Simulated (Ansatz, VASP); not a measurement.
**Two plane-wave programs on Rh**

INCAR

```
AGGAC = 1.0 ; AGGAX = 1.0
ALDAC = 0.0 ; ALDAX = 1.0
ALGO = Normal ; EDIFF = 1E-6
ENCUT = 520 ; GGA = B5
ISIF = 2 ; ISMEAR = -1
LASPH = True ; LCHARG = False
LREAL = False ; LWAVE = False
NBANDS = 30 ; NELM = 100
PREC = Accurate ; SIGMA = 0.1
```

File KPOINTS:

```
k-points
0
Gamma
  9 9 13
```

The input POSCAR:

```
Rh
1.0
    4.5317567770      0.0000000000      0.0000000000
   -2.2658783885      3.9246164926      0.0000000000
    0.0000000000      0.0000000000      2.7836611544
Rh
3
Direct
    0.0000000000      0.0000000000      0.0000000000
    0.3333333333      0.6666666667      0.5000000000
    0.6666666667      0.3333333333      0.5000000000
```

Input for Ansatz:

```yaml
crystal:
  lattice:
    - [4.531756777, 0.0, 0.0]
    - [-2.2658783885, 3.9246164926, 0.0]
    - [0.0, 0.0, 2.7836611544]
  atoms:
    - { symbol: Rh, position: [0.0, 0.0, 0.0] }
    - { symbol: Rh, position: [0.3333333333, 0.6666666667, 0.5] }
    - { symbol: Rh, position: [0.6666666667, 0.3333333333, 0.5] }
hamiltonian:
  xc: blyp
  pseudopotentials:
    kind: paw
    azcp:
      Rh: "pseudopotentials/Rh.paw.azcp"
basis:
  ecutwfc: 420
  fft_grid_basis: typed
kpoints:
  mp_grid: { grid: [9, 9, 13], shift: [0, 0, 0] }
magnetization:
  spin_polarized: false
scf:
  occupations: { method: fermi_dirac, width: 0.1 }
  lower_state_search: "off"
output:
  stress: true
```

Alike in both runs: task single point; functional BLYP; k mesh 9 × 9 × 13; occupations fermi-dirac, width 0.1 eV; no spin polarisation.

|  | VASP | Ansatz |
| --- | --- | --- |
| version | VASP 6.6.1 | Ansatz 0.2.0 |
| potentials or method | VASP PAW PBE potentials, release 64 (Rh_pv) | plane waves (420 eV) with PAW, scalar-relativistic |
| plane-wave cutoff (eV) | 520 | 420 |
| valence electrons in the cell | 45 | 51 |

|  | VASP | Ansatz | Ansatz less VASP |
| --- | --- | --- | --- |
| pressure (GPa) | -12.1 | -12.4 | -0.34 |
| largest component of the traceless stress (GPa) | 0.20 | 0.27 | +0.072 |

The two sets of potentials don't hold the same shells in valence.

Caveats: the PAW data sets were made with another functional, which shifts forces and pressure a little (VASP).
